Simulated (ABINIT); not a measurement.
Planning a run of ABINIT 10.8.3 on BN (P6_3mc). The input:

```
acell 3*1.0 Angstrom
rprim 
  2.536000000002 -0.000000000000 0.000000000000
  -1.268000000000 2.196240423999 0.000000000000
  0.000000000000 0.000000000000 4.199000000000
ntypat 2
znucl 5 7
natom 4
typat 1 1 2 2
xred 
  0.666666666667 0.333333333333 0.000000000000
  0.333333333333 0.666666666667 0.500000000000
  0.666666666667 0.333333333333 0.375000000000
  0.333333333333 0.666666666667 0.875000000000
pp_dirpath "pseudos"
pseudos "B.upf, N.upf"
ecut 36
ngkpt 6 6 4
nshiftk 1
shiftk 0 0 0
kptopt 1
chksymbreak 0
istwfk *1
occopt 1
irdwfk 1
optdriver 4
nband 120
gwcalctyp 10
ecutsigx 36
symsigma 1
nkptgw 21
kptgw 
  0.0000000000 0.0000000000 0.0000000000
  0.1666666667 0.0000000000 0.0000000000
  0.3333333333 0.0000000000 0.0000000000
  0.5000000000 0.0000000000 0.0000000000
  0.1666666667 0.1666666667 0.0000000000
  0.3333333333 0.1666666667 0.0000000000
  0.3333333333 0.3333333333 0.0000000000
  0.0000000000 0.0000000000 0.2500000000
  0.1666666667 0.0000000000 0.2500000000
  0.3333333333 0.0000000000 0.2500000000
  0.5000000000 0.0000000000 0.2500000000
  0.1666666667 0.1666666667 0.2500000000
  0.3333333333 0.1666666667 0.2500000000
  0.3333333333 0.3333333333 0.2500000000
  0.0000000000 0.0000000000 0.5000000000
  0.1666666667 0.0000000000 0.5000000000
  0.3333333333 0.0000000000 0.5000000000
  0.5000000000 0.0000000000 0.5000000000
  0.1666666667 0.1666666667 0.5000000000
  0.3333333333 0.1666666667 0.5000000000
  0.3333333333 0.3333333333 0.5000000000
bdgw 
  1 16
  1 16
  1 16
  1 16
  1 16
  1 16
  1 16
  1 16
  1 16
  1 16
  1 16
  1 16
  1 16
  1 16
  1 16
  1 16
  1 16
  1 16
  1 16
  1 16
  1 16
ecuteps 9
irdscr 1
ppmodel 1
irdqps 1
indata_prefix "in"
outdata_prefix "out"
tmpdata_prefix "tmp"
```

The database entry behind the starting cell has ideal inner coordinates that were not refined, so it need not match the best structure at ambient conditions.

```sh
OMP_NUM_THREADS=1 mpirun -n 4 abinit run.abi > log
```

Question: How long will it take on 4 MPI ranks of Arm Neoverse V2, shared host, and how much memory?

It took 18 min; on shared hardware allow 8.9 min to 36 min. Peak host memory was 1.4 GiB.

[Paths, hosts, dates, memory and timing lines, banners, echoed tables and standing remarks are left out of the program output.]

[Logs are printed without paths, hosts, clocks, repeated set-up lines and the standing remarks that a program may print on its own settings, such as how far it seeks lower states.]

[Runs of the session that timed out or met a known fault of the program may be left out.]

[Hosts, paths, dates, database ids (printed as entryN), source tags and the programs' standing remarks are cut or masked in the printed files.]

[G0W0 gaps are taken among the corrected bands and points alone; a level outside them can change the order at an edge.]

[Where Ansatz stands beside ABINIT at settings called matched, ABINIT's density can come from a denser mesh and the files from another edition; pairs whose starting gaps differed by over 0.03 eV were left out, so agreement reads better than it is.]
